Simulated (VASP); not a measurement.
Input of a VASP 6.6.1 run:

INCAR

```
SYSTEM = Pd
PREC = Accurate ; ENCUT = 600
EDIFF = 1E-7 ; ISMEAR = 0
SIGMA = 0.1 ; LREAL = .False.
LASPH = .True. ; NELM = 80
ALGO = Fast ; ISIF = 3
LWAVE = .False. ; LCHARG = .False.
GGA = PS ; IBRION = 2
NSW = 90 ; EDIFFG = -0.005
```

Contents of KPOINTS:

```
regular mesh
0
Gamma
  18 18 10
  0 0 0
```

POSCAR

```
Pd
1.0
    2.7496501800      0.0000000000      0.0000000000
   -1.3748250900      2.3812669000      0.0000000000
    0.0000000000      0.0000000000      4.4901787400
Pd
2
Direct
    0.3333333300      0.6666666700      0.2500000000
    0.6666666700      0.3333333300      0.7500000000
```

Potentials or basis: VASP PAW PBE potentials, release 64 (Pd).

The run is started by

```sh
$ cat potpaw_PBE.64/Pd/POTCAR > POTCAR
$ mpirun -np 1 vasp_std > vasp.out
```

Task: Predict the band gap on the k mesh.

Result: None (metal or under the smearing width).

Task: What does it give for the space group after relaxing (to 0.05 Å)?

Result: P6_3/mmc (No. 194).

Task: Predict the relaxed volume.

Result: 14.59 Å³/atom.

Final structure:
```
Pd
1.0
     2.71796    0.00000    0.00000
    -1.35898    2.35382    0.00000
     0.00000    0.00000    4.56222
Pd
2
Direct
  0.33333 0.66667 0.25000
  0.66667 0.33333 0.75000
```

Caveat: the PAW data sets were made with another functional, which shifts forces and pressure a little.
